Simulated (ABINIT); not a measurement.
# PbO2 (Fm-3m) in ABINIT: single point with PBE

Aim: the single point of PbO2 with PBE.

All numbers are computed with ABINIT 10.8.3 (patched build); they aren't measurements. Logs are shortened: lines on timing, memory, paths and dates and some standing lists are left out, and cuts for length are marked. The log counts tension as positive stress, the text compression.

### Step 1. The crystal as given

The structure is cubic, space group Fm-3m (No. 225). Conventional cell: a = 5.404 Å, b = 5.404 Å, c = 5.404 Å, α = 90.00°, β = 90.00°, γ = 90.00°. Pb (site symmetry m-3m) is surrounded by 8 O at 2.34 Å. Around O (site symmetry -43m) lie 4 Pb at 2.34 Å.

The cell comes from a database or a generator and needn't be the stable form of this composition.

### Step 2. Single point, PBE

run.abi

```
pp_dirpath "./"
pseudos "Pb.upf, O.upf"

acell 3*1.0
rprim
     0.0000000000     5.1060248709     5.1060248709
     5.1060248709     0.0000000000     5.1060248709
     5.1060248709     5.1060248709     0.0000000000
ntypat 2
znucl 82 8
natom 3
typat 1 2 2
xred
     0.0000000000     0.0000000000     0.0000000000
     0.7500000000     0.7500000000     0.7500000000
     0.2500000000     0.2500000000     0.2500000000

ecut 35.0

kptopt 1
ngkpt 7 7 7
nshiftk 1
shiftk 0.0 0.0 0.0

ixc 11

nband 17
occopt 3
tsmear 0.05 eV

nstep 100
tolvrs 1.0e-10

iomode 3
prtwf 0
prteig 0
prtebands 0
prtden 1
prtvha 1
prtvclmb 1
prtpot 1
prtelf 1
```

Potentials or basis: PseudoDojo NC SR PBE v0.4.1 standard.

Started as:

```bash
mpirun --bind-to none -np 4 abinit run.abi > log 2>&1
```

run.abo:

```text
.Version 10.8.3 of ABINIT
 Symmetries : space group Fm -3 m (#225); Bravais cF (face-center cubic)
================================================================================
 Values of the parameters that define the memory need of the present run
     intxc =       0    ionmov =       0      iscf =       7    lmnmax =       6
     lnmax =       6     mgfft =      40  mpssoang =       3    mqgrid =    3001
     natom =       3  nloc_mem =       1    nspden =       1   nspinor =       1
    nsppol =       1      nsym =      48    n1xccc =    2501    ntypat =       2
    occopt =       3   xclevel =       2
       mpw =        2655          nfft =       64000          nkpt =          20
================================================================================
================================================================================

--------------------------------------------------------------------------------
------------- Echo of variables that govern the present computation ------------
--------------------------------------------------------------------------------
 -outvars: echo values of preprocessed input variables --------
            acell      1.0000000000E+00  1.0000000000E+00  1.0000000000E+00 Bohr
              amu      2.07200000E+02  1.59994000E+01
             ecut      3.50000000E+01 Hartree
              ixc          11
         kptrlatt        7    0    0      0    7    0      0    0    7
          kptrlen      5.05470674E+01
            natom           3
            nband          17
            ngfft          40      40      40
             nkpt          20
            nstep         100
             nsym          48
           ntypat           2
           occopt           3
        prtebands           0
           prteig           0
           prtelf           1
           prtpot           1
         prtvclmb           1
           prtvha           1
            prtwf           0
            rprim      0.0000000000E+00  5.1060248709E+00  5.1060248709E+00
                       5.1060248709E+00  0.0000000000E+00  5.1060248709E+00
                       5.1060248709E+00  5.1060248709E+00  0.0000000000E+00
          spgroup         225
           tolvrs      1.00000000E-10
           tsmear      1.83746611E-03 Hartree
            typat      1  2  2
           xangst      0.0000000000E+00  0.0000000000E+00  0.0000000000E+00
                       4.0529879972E+00  4.0529879972E+00  4.0529879972E+00
                       1.3509959991E+00  1.3509959991E+00  1.3509959991E+00
            xcart      0.0000000000E+00  0.0000000000E+00  0.0000000000E+00
                       7.6590373063E+00  7.6590373063E+00  7.6590373063E+00
                       2.5530124354E+00  2.5530124354E+00  2.5530124355E+00
             xred      0.0000000000E+00  0.0000000000E+00  0.0000000000E+00
                       7.5000000000E-01  7.5000000000E-01  7.5000000000E-01
                       2.5000000000E-01  2.5000000000E-01  2.5000000000E-01
            znucl       82.00000    8.00000

================================================================================

 chkinp: Checking input parameters for consistency.

================================================================================
== DATASET  1 ==================================================================

--- !DatasetInfo
iteration_state: {dtset: 1, }
dimensions: {natom: 3, nkpt: 20, mband: 17, nsppol: 1, nspinor: 1, nspden: 1, mpw: 2655, }
cutoff_energies: {ecut:  35.0, pawecutdg:  -1.0, }
electrons: {nelect:   2.60000000E+01, charge:   0.00000000E+00, occopt:   3.00000000E+00, tsmear:   1.83746611E-03, }
meta: {optdriver: 0, ionmov: 0, optcell: 0, iscf: 7, paral_kgb: 0, }
...

 Exchange-correlation functional for the present dataset will be:
  GGA: Perdew-Burke-Ernzerhof functional - ixc=11
  J.P.Perdew, K.Burke, M.Ernzerhof, PRL 77, 3865 (1996)

 Real(R)+Recip(G) space primitive vectors, cartesian coordinates (Bohr,Bohr^-1):
 R(1)=  0.0000000  5.1060249  5.1060249  G(1)= -0.0979235  0.0979235  0.0979235
 R(2)=  5.1060249  0.0000000  5.1060249  G(2)=  0.0979235 -0.0979235  0.0979235
 R(3)=  5.1060249  5.1060249  0.0000000  G(3)=  0.0979235  0.0979235 -0.0979235
 Unit cell volume ucvol=  2.6624335E+02 bohr^3
 Angles (23,13,12)=  6.00000000E+01  6.00000000E+01  6.00000000E+01 degrees

 getcut: wavevector=  0.0000  0.0000  0.0000  ngfft=  40  40  40
         ecut(hartree)=     35.000   => boxcut(ratio)=   2.08000

--- Pseudopotential description ------------------------------------------------
- pspini: atom type   1  psp file is ./Pb.upf
12 -101130 2 -1 1678                          pspcod,pspxc,lmax,lloc,mmax
     nproj     2     2     2

- pspini: atom type   2  psp file is ./O.upf
12 -101130 2 -1 936                           pspcod,pspxc,lmax,lloc,mmax
     nproj     2     2     1

   1.47960563E+03                                ecore*ucvol(ha*bohr**3)
--------------------------------------------------------------------------------

================================================================================

--- !BeginCycle
iteration_state: {dtset: 1, }
solver: {iscf: 7, nstep: 100, nline: 4, wfoptalg: 0, }
tolerances: {tolvrs: 1.00E-10, }
...

     iter   Etot(hartree)      deltaE(h)  residm     vres2
 ETOT  1  -103.08171814883    -1.031E+02 2.892E-01 7.555E+02
 ETOT  2  -103.15142199259    -6.970E-02 1.250E-02 7.742E+02
 ETOT  3  -103.36763866566    -2.162E-01 7.070E-03 7.866E+00
 ETOT  4  -103.36950468456    -1.866E-03 1.757E-03 2.168E-01
 ETOT  5  -103.36953872219    -3.404E-05 4.271E-04 2.664E-02
 ETOT  6  -103.36954149028    -2.768E-06 1.378E-03 7.869E-04
 ETOT  7  -103.36954173453    -2.442E-07 8.735E-05 2.181E-05
 ETOT  8  -103.36954173965    -5.120E-09 3.162E-04 1.990E-07
 ETOT  9  -103.36954173968    -3.463E-11 1.862E-05 8.074E-09
 ETOT 10  -103.36954173968    -4.420E-12 7.316E-05 1.203E-11

 At SCF step   10       vres2   =  1.20E-11 < tolvrs=  1.00E-10 =>converged.

 Compute ELF
--------------------------------------------------------------------------------

 Compute kinetic energy density

 Compute gradient of the electron density
 Electron Localization Function (ELF) [min:0;max:1]
)     Maximum=    8.5685E-01  at reduced coord.    0.8000    0.8000    0.8250
)     Minimum=    2.6870E-06  at reduced coord.    0.0250    0.0000    0.0000
   Integrated=    7.4857E+01

--------------------------------------------------------------------------------
 End of ELF section

 Cartesian components of stress tensor (hartree/bohr^3)
  sigma(1 1)=  9.16427217E-06  sigma(3 2)=  0.00000000E+00
  sigma(2 2)=  9.16427217E-06  sigma(3 1)=  0.00000000E+00
  sigma(3 3)=  9.16427217E-06  sigma(2 1)=  0.00000000E+00

--- !ResultsGS
iteration_state: {dtset: 1, }
comment   : Summary of ground state results
lattice_vectors:
- [  0.0000000,   5.1060249,   5.1060249, ]
- [  5.1060249,   0.0000000,   5.1060249, ]
- [  5.1060249,   5.1060249,   0.0000000, ]
lattice_lengths: [   7.22101,    7.22101,    7.22101, ]
lattice_angles: [ 60.000,  60.000,  60.000, ] # degrees, (23, 13, 12)
lattice_volume:   2.6624335E+02
convergence: {deltae: -4.420E-12, res2:  1.203E-11, residm:  7.316E-05, diffor: null, }
etotal    :  -1.03369542E+02
entropy   :   0.00000000E+00
fermie    :   1.54990355E-01
cartesian_stress_tensor: # hartree/bohr^3
- [  9.16427217E-06,   0.00000000E+00,   0.00000000E+00, ]
- [  0.00000000E+00,   9.16427217E-06,   0.00000000E+00, ]
- [  0.00000000E+00,   0.00000000E+00,   9.16427217E-06, ]
pressure_GPa:  -2.6962E-01
xred      :
- [  0.0000E+00,   0.0000E+00,   0.0000E+00, Pb]
- [  7.5000E-01,   7.5000E-01,   7.5000E-01,  O]
- [  2.5000E-01,   2.5000E-01,   2.5000E-01,  O]
cartesian_forces: # hartree/bohr
- [  7.20003990E-26,  -7.20003990E-26,   7.20003990E-26, ]
- [ -1.44000798E-25,   2.52001396E-25,  -1.44000798E-25, ]
- [  7.20003990E-26,  -1.80000997E-25,   7.20003990E-26, ]
force_length_stats: {min:   1.24708349E-25, max:   3.24001795E-25, mean:   2.18505182E-25, }
...

 Integrated electronic density in atomic spheres:
 ------------------------------------------------
 Atom  Sphere_radius  Integrated_density
    1        2.00000          9.92545421
    2        2.00000          6.05023221
    3        2.00000          6.05023221
================================================================================

 ----iterations are completed or convergence reached----

 Mean square residual over all n,k,spin=   24.186E-08; max=  73.156E-06
 reduced coordinates (array xred) for    3 atoms
       0.000000000000      0.000000000000      0.000000000000
       0.750000000000      0.750000000000      0.750000000000
       0.250000000000      0.250000000000      0.250000000000
 rms dE/dt=  8.2206E-25; max dE/dt=  2.2058E-24; dE/dt below (all hartree)
    1       0.000000000000      0.000000000000      0.000000000000
    2      -0.000000000000      0.000000000000     -0.000000000000
    3       0.000000000000      0.000000000000      0.000000000000

 cartesian coordinates (angstrom) at end:
    1      0.00000000000000     0.00000000000000     0.00000000000000
    2      4.05298799722672     4.05298799722672     4.05298799722672
    3      1.35099599907557     1.35099599907557     1.35099599907558

 cartesian forces (hartree/bohr) at end:
    1      0.00000000000000    -0.00000000000000     0.00000000000000
    2     -0.00000000000000     0.00000000000000    -0.00000000000000
    3      0.00000000000000    -0.00000000000000     0.00000000000000
 frms,max,avg= 1.3470041E-25 2.5200140E-25   0.000E+00  0.000E+00  0.000E+00 h/b

 cartesian forces (eV/Angstrom) at end:
    1      0.00000000000000    -0.00000000000000     0.00000000000000
    2     -0.00000000000000     0.00000000000000    -0.00000000000000
    3      0.00000000000000    -0.00000000000000     0.00000000000000
 frms,max,avg= 6.9265737E-24 1.2958433E-23   0.000E+00  0.000E+00  0.000E+00 e/A
 length scales=  1.000000000000  1.000000000000  1.000000000000 bohr
              =  0.529177210544  0.529177210544  0.529177210544 angstroms
 Fermi (or HOMO) energy (hartree) =   0.15499   Average Vxc (hartree)=  -0.41930
 Eigenvalues (hartree) for nkpt=  20  k points:
 kpt#   1, nband= 17, wtk=  0.00292, kpt=  0.0000  0.0000  0.0000 (reduced coord)
  -0.52450   -0.42263   -0.42263   -0.42263   -0.42069   -0.41431   -0.41431    0.05316
   0.08182    0.08182    0.08182    0.11034    0.11034    0.11034    0.41150    0.41150
   0.41150
      occupation numbers for kpt#   1
   2.00000    2.00000    2.00000    2.00000    2.00000    2.00000    2.00000    2.00000
   2.00000    2.00000    2.00000    2.00000    2.00000    2.00000    0.00000    0.00000
   0.00000
 prteigrs : prtvol=0 or 1, do not print more k-points.

--- !EnergyTerms
iteration_state     : {dtset: 1, }
comment             : Components of total free energy in Hartree
kinetic             :  5.70583613529145E+01
hartree             :  1.86719602922419E+01
xc                  : -2.83564740445572E+01
Ewald energy        : -7.71957799543104E+01
psp_core            :  5.55734298309115E+00
local_psp           : -5.92560081663078E+01
non_local_psp       : -1.98487361117111E+01
internal            : -1.03369333648639E+02
'-kT*entropy'       : -2.08091046058369E-04
total_energy        : -1.03369541739685E+02
total_energy_eV     : -2.81282852634862E+03
band_energy         : -5.40399619803531E+00
...

 Cartesian components of stress tensor (hartree/bohr^3)
  sigma(1 1)=  9.16427217E-06  sigma(3 2)=  0.00000000E+00
  sigma(2 2)=  9.16427217E-06  sigma(3 1)=  0.00000000E+00
  sigma(3 3)=  9.16427217E-06  sigma(2 1)=  0.00000000E+00

-Cartesian components of stress tensor (GPa)         [Pressure= -2.6962E-01 GPa]
- sigma(1 1)=  2.69622196E-01  sigma(3 2)=  0.00000000E+00
- sigma(2 2)=  2.69622196E-01  sigma(3 1)=  0.00000000E+00
- sigma(3 3)=  2.69622196E-01  sigma(2 1)=  0.00000000E+00

== END DATASET(S) ==============================================================
================================================================================

 -outvars: echo values of variables after computation  --------
            acell      1.0000000000E+00  1.0000000000E+00  1.0000000000E+00 Bohr
           etotal     -1.0336954174E+02
            fcart      7.2000398959E-26 -7.2000398959E-26  7.2000398959E-26
                      -1.4400079792E-25  2.5200139636E-25 -1.4400079792E-25
                       7.2000398959E-26 -1.8000099740E-25  7.2000398959E-26
            rprim      0.0000000000E+00  5.1060248709E+00  5.1060248709E+00
                       5.1060248709E+00  0.0000000000E+00  5.1060248709E+00
                       5.1060248709E+00  5.1060248709E+00  0.0000000000E+00
           strten      9.1642721745E-06  9.1642721745E-06  9.1642721745E-06
                       0.0000000000E+00  0.0000000000E+00  0.0000000000E+00
           xangst      0.0000000000E+00  0.0000000000E+00  0.0000000000E+00
                       4.0529879972E+00  4.0529879972E+00  4.0529879972E+00
                       1.3509959991E+00  1.3509959991E+00  1.3509959991E+00
             xred      0.0000000000E+00  0.0000000000E+00  0.0000000000E+00
                       7.5000000000E-01  7.5000000000E-01  7.5000000000E-01
                       2.5000000000E-01  2.5000000000E-01  2.5000000000E-01
 Calculation completed.
```

Run time: 9.8 s. Hardware: 4 MPI ranks of Arm Neoverse V1, shared host; peak memory 0.28 GiB.

Results:

| Item | Value |
| --- | --- |
| Free energy | -2812.8285 eV |
| Band gap on the k mesh | none (metal or under the smearing width) |
| Valence electrons inside the program's atomic spheres | Pb 9.93; O 6.05 |

Levels at points of the mesh, in eV from the Fermi level:
```csv
k point,band 10,band 11,band 12,band 13,band 14,band 15,band 16,band 17
"(0.00, 0.00, 0.00)",-1.99,-1.99,-1.22,-1.22,-1.22,6.98,6.98,6.98
```

Caveat: the cutoff is too short for stress, so the log's stress isn't used. Spin-orbit coupling is left out, which matters for the levels of Pb.
